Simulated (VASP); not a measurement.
The system is CdSe.

```
Cd Se
1.0
     0.00000    2.87396    2.87396
     2.87396    0.00000    2.87396
     2.87396    2.87396    0.00000
Cd Se
1 1
Direct
  0.00000 0.00000 0.00000
  0.50000 0.50000 0.50000
```

Measurements of this composition are mostly on another form, of space group No. 186.

* Program: VASP 6.6.1
* Task: relaxation of cell and atoms
* Functional: PBEsol
* Potentials or basis: VASP PAW PBE potentials, release 64 (Cd, Se)
* Cutoff: 600 eV
* k mesh: 12 × 12 × 12
* Occupations: gaussian, width 0.1 eV
* Spin: no spin polarisation

At the start: pressure -3.6 GPa; volume 23.74 Å³/atom.

Question: How do energy, volume and symmetry change on relaxing?

Answer: Over 3 steps the energy falls by 15.9 meV/atom and the volume is 22.40 Å³/atom (-5.7 %); space group Fm-3m (No. 225, to 0.05 Å).

The path:
| step | energy change (eV) | largest force (eV/Å) | pressure (GPa) | volume (Å³) |
| --- | --- | --- | --- | --- |
| 1 | 0.0000 | 0.0000 | -3.58 | 47.48 |
| 2 | -0.0279 | 0.0000 | 1.49 | 43.92 |
| 3 | -0.0318 | 0.0000 | 0.00 | 44.79 |

Final structure:
```
Cd Se
1.0
     0.00000    2.81876    2.81876
     2.81876    0.00000    2.81876
     2.81876    2.81876    0.00000
Cd Se
1 1
Direct
  0.00000 0.00000 0.00000
  0.50000 0.50000 0.50000
```

Caveat: the PAW data sets were made with another functional, which shifts forces and pressure a little.
